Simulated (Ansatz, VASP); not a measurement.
# SnTe: VASP beside Ansatz

INCAR

```
PREC = Accurate
ENCUT = 520
EDIFF = 1E-6
ISMEAR = 0
SIGMA = 0.03
LREAL = F
LASPH = T
NELM = 100
ALGO = Normal
ISIF = 2
LWAVE = F
LCHARG = F
GGA = PE
NBANDS = 17
```

The input KPOINTS:

```
regular mesh
0
Gamma
  10 10 10
```

File POSCAR:

```
SnTe
1.0
    0.0000000000      3.1526270851      3.1526270851
    3.1526270851      0.0000000000      3.1526270851
    3.1526270851      3.1526270851      0.0000000000
Sn Te
1 1
Direct
    0.0057389344     -0.0057389344     -0.0057389344
    0.4946609020      0.5053390980      0.5053390980
```

Input for Ansatz:

```yaml
crystal:
  lattice:
    - [0.0, 3.1526270851, 3.1526270851]
    - [3.1526270851, 0.0, 3.1526270851]
    - [3.1526270851, 3.1526270851, 0.0]
  atoms:
    - { symbol: Sn, position: [0.0057389344, -0.0057389344, -0.0057389344] }
    - { symbol: Te, position: [0.494660902, 0.505339098, 0.505339098] }
basis:
  ecutwfc: 420
kpoints:
  mp_grid: { grid: [10, 10, 10] }
hamiltonian:
  xc: pbe
scf:
  occupations: { method: gaussian, width: 0.03 }
output:
  forces: true
  stress: true
  eigenvalues: true
```

Change from the starting cell: mode 1 frozen in at -0.037 Å, equal normal strain along x, y and z -0.0167.

Alike in both runs: task single point; functional PBE; k mesh 10 × 10 × 10; occupations gaussian, width 0.03 eV; no spin polarisation.

```csv
,VASP,Ansatz
version,VASP 6.6.1,Ansatz 0.2.0
potentials or method,"VASP PAW PBE potentials, release 64 (Sn_d, Te)","scalar-relativistic, plane waves, PAW"
plane-wave cutoff (eV),520,420
valence electrons in the cell,20,30
```

Ansatz gave:

- gap on the k mesh at the Fermi level (eV): 0.19
- least direct gap on the mesh (eV): 0.19
- pressure (GPa): 2.3
- largest component of the traceless stress (GPa): 0.09
- rms of the force components (eV/Å): 0.011

**Question.** Which values does VASP return?

**Answer.** gap on the k mesh at the Fermi level (eV): 0.20; least direct gap on the mesh (eV): 0.20; pressure (GPa): 2.2; largest component of the traceless stress (GPa): 0.09; rms of the force components (eV/Å): 0.013.

Atom by atom the forces differ by 0.001 eV/Å (rms over components). The two sets of potentials don't hold the same shells in valence.

Caveats: spin-orbit coupling is left out, which moves the levels of the heavy elements. A k mesh can miss the band edges.
